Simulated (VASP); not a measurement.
The system is Al2GaN3.

```xyz
6
Lattice="3.8552 0.0000 0.0000 -1.9276 3.3387 0.0000 0.0000 0.0000 6.6447" Properties=species:S:1:pos:R:3 pbc="T T T"
Al    0.0000    0.0000    4.6746
Al    0.0000    0.0000    1.9701
Ga    0.0000    0.0000    0.0000
N     1.9276    0.0000    0.0000
N    -0.9638    1.6693    0.0000
N     0.9638    1.6693    0.0000
```

The cell was built by a generator and needn't be a form met in nature.

* Program: VASP 6.6.1
* Task: relaxation of cell and atoms
* Functional: PBE
* Potentials or basis: VASP PAW PBE potentials, release 64 (Al, Ga_d, N)
* Cutoff: 520 eV
* k mesh: 4 × 4 × 2
* Occupations: gaussian, width 0.15 eV
* Spin: no spin polarisation

At the start: pressure 44.3 GPa; volume 14.25 Å³/atom.

**Question.** How do energy, volume and symmetry change on relaxing?

**Answer.** Over 7 steps the energy falls by 805.9 meV/atom and the volume is 19.28 Å³/atom (+35.2 %); space group P6/mmm (No. 191, to 0.05 Å).

Step by step:
```csv
step,energy change (eV),largest force (eV/Å),pressure (GPa),volume (Å³)
1,0.0000,8.6333,44.27,85.53
2,-1.8968,2.7230,-9.70,143.69
3,-4.6176,0.2358,3.08,110.37
4,-4.7780,0.7508,-0.27,115.15
5,-4.7854,0.6151,0.70,113.76
6,-4.8330,0.1526,0.10,115.21
7,-4.8352,0.0410,-0.02,115.65
```

Final structure:
```yaml
crystal:
  lattice:
    - [4.14607, 0.00000, 0.00000]
    - [-2.07303, 3.59060, 0.00000]
    - [0.00000, 0.00000, 7.76876]
  atoms:
    - { symbol: Al, position: [0.00000, 0.00000, 0.66819] }
    - { symbol: Al, position: [0.00000, 0.00000, 0.33181] }
    - { symbol: Ga, position: [0.00000, 0.00000, 0.00000] }
    - { symbol: N, position: [0.50000, 0.00000, 0.00000] }
    - { symbol: N, position: [0.00000, 0.50000, 0.00000] }
    - { symbol: N, position: [0.50000, 0.50000, 0.00000] }
```

Caveat: the k mesh is coarse (spacing up to 0.47 Å⁻¹), so the values aren't converged; the volume moved by over 15 % at a fixed basis, so the end points are rough.
